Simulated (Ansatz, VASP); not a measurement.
# MoS2 (db): VASP beside Ansatz

Contents of INCAR:

```
PREC     = Accurate       # precision mode
ENCUT    = 520            # plane-wave cutoff, eV
EDIFF    = 1E-6           # SCF threshold, eV
ISMEAR   = 0              # smearing method
SIGMA    = 0.02           # smearing width, eV
LREAL    = False          # projectors in reciprocal space
LASPH    = True           # aspherical terms in the spheres
NELM     = 100            # most SCF steps
ALGO     = Fast           # electronic algorithm
ISIF     = 2              # what is computed and relaxed
LWAVE    = False          # write WAVECAR
LCHARG   = True           # write CHGCAR
GGA      = PE             # functional
IVDW     = 12             # dispersion correction
LELF     = True           # ELF
LVHAR    = True         
NBANDS   = 35             # bands
```

KPOINTS

```
Automatic mesh
0
Gamma
  12 12 4
```

POSCAR

```
MoS2
1.0
    3.1690000000      0.0000000000      0.0000000000
   -1.5845000000      2.7444345046      0.0000000000
    0.0000000000      0.0000000000     12.3240000000
Mo S
2 4
Direct
    0.3333333333      0.6666666667      0.2500000000
    0.6666666667      0.3333333333      0.7500000000
    0.3333333333      0.6666666667      0.6232601666
    0.6666666667      0.3333333333      0.1232601666
    0.3333333333      0.6666666667      0.8767398334
    0.6666666667      0.3333333333      0.3767398334
```

Input for Ansatz:

```yaml
crystal:
  lattice:
    - [3.169, 0.0, 0.0]
    - [-1.5845, 2.7444345046, 0.0]
    - [0.0, 0.0, 12.324]
  atoms:
    - { symbol: Mo, position: [0.3333333333, 0.6666666667, 0.25] }
    - { symbol: Mo, position: [0.6666666667, 0.3333333333, 0.75] }
    - { symbol: S, position: [0.3333333333, 0.6666666667, 0.6232601665] }
    - { symbol: S, position: [0.6666666667, 0.3333333333, 0.1232601665] }
    - { symbol: S, position: [0.3333333333, 0.6666666667, 0.8767398335] }
    - { symbol: S, position: [0.6666666667, 0.3333333333, 0.3767398335] }
basis:
  ecutwfc: 420
kpoints:
  mp_grid: { grid: [12, 12, 4] }
hamiltonian:
  xc: pbe
  dispersion: d3bj
scf:
  occupations: { method: gaussian, width: 0.02 }
  n_extra_bands: 24
output:
  forces: false
  stress: false
  eigenvalues: true
  optics: { e_range: [0, 14], sigma: 0.1, nscf_kmesh: { grid: [18, 18, 6] } }
```

Alike in both runs: task single point; functional PBE; dispersion D3(BJ); k mesh 12 × 12 × 4; occupations gaussian, width 0.02 eV; no spin polarisation.

|  | VASP | Ansatz |
| --- | --- | --- |
| version | VASP 6.6.1 | Ansatz 0.2.0 |
| potentials or method | VASP PAW PBE potentials, release 64 (Mo_sv, S) | scalar-relativistic, plane waves, PAW |
| plane-wave cutoff (eV) | 520 | 420 |
| valence electrons in the cell | 52 | 52 |

VASP gave:

- gap on the k mesh at the Fermi level (eV): 0.90
- least direct gap on the mesh (eV): 1.65

Problem. Which values does Ansatz return?

Solution. gap on the k mesh at the Fermi level (eV): 0.89; least direct gap on the mesh (eV): 1.65.

A k mesh can miss the band edges.
